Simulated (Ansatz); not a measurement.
# La2O3 (P-3m1) in Ansatz: equation of state

How stiff is La2O3 in PBE, and what volume does it want? The cell is scaled to several volumes.

All numbers are computed with Ansatz 0.2.0; they aren't measurements. Logs are shortened: lines on timing, memory, paths and dates and some standing lists are left out, and cuts for length are marked.

### Step 1. Starting point

The structure is trigonal, space group P-3m1 (No. 164). The conventional cell has a = 3.931 Å, b = 3.931 Å, c = 6.112 Å, α = 90.00°, β = 90.00°, γ = 120.00°. La (site symmetry 3m) has 4 O at 2.36 to 2.44 Å as nearest neighbours. O (site symmetry -3m) is surrounded by 6 La at 2.72 Å. O (site symmetry 3m) has 4 La at 2.36 to 2.44 Å as nearest neighbours.

The cell is a database's computed one.

### Step 2. Equation of state, PBE

Potentials or basis: all-electron LAPW, scalar-relativistic.

This step only gathers the single runs of the series.

What came out:

```
Equilibrium volume                        : 16.59 Å³/atom
Bulk modulus at fixed shape and positions : 129 GPa
Pressure derivative of the bulk modulus   : 4.3
```

Energy against volume, from the lowest point:
| volume (Å³/atom) | energy (meV/atom) |
| --- | --- |
| 15.375 | 40.97 |
| 15.703 | 21.01 |
| 16.030 | 7.99 |
| 16.357 | 1.19 |
| 16.684 | 0.00 |
| 17.011 | 3.86 |
| 17.338 | 12.27 |

Caveat: the cell was scaled at fixed shape and fractional positions, which overstates the stiffness of a crystal with free parameters, most of all of layers and chains. Spin-orbit coupling is left out, which matters for the levels of La.
